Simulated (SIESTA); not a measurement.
# SnTe in SIESTA: the effect of functional

SnTe:

```
CELL_PARAMETERS angstrom
0.00000 3.15085 3.15085
3.15085 0.00000 3.15085
3.15085 3.15085 0.00000
ATOMIC_POSITIONS crystal
Te 0.50000 0.50000 0.50000
Sn 0.00000 0.00000 0.00000
```

Alike in all runs:

| Quantity | Value |
| --- | --- |
| Program | SIESTA 5.4.2 |
| Task | band structure |
| Basis | DZP (energy shift 0.003 Ry; two zetas on semicore shells) |
| Grid cutoff | 500 Ry |
| Energy shift | 0.003 Ry |
| k mesh | 7 × 7 × 7 |
| Occupations | fermi-dirac, width 0.05 eV |
| Spin | no spin polarisation |

Question: One run gave: pressure 6.6 GPa. Which functional did it use?
A. vdW-DF-cx
B. AM05
C. BLYP

Answer: C.

```csv
functional,potentials or basis,pressure (GPa)
AM05,PseudoDojo 0.4 standard (PBEsol files),0.6
BLYP,PseudoDojo 0.4 standard (PBE files),6.6
vdW-DF-cx,PseudoDojo 0.4 standard (PBE files),1.2
```

Caveats: the potentials were made for another functional, which shifts forces and pressure; the basis of atomic orbitals isn't converged, which shifts pressures, moduli and gaps.

Runs at the PBE level aren't shown here.
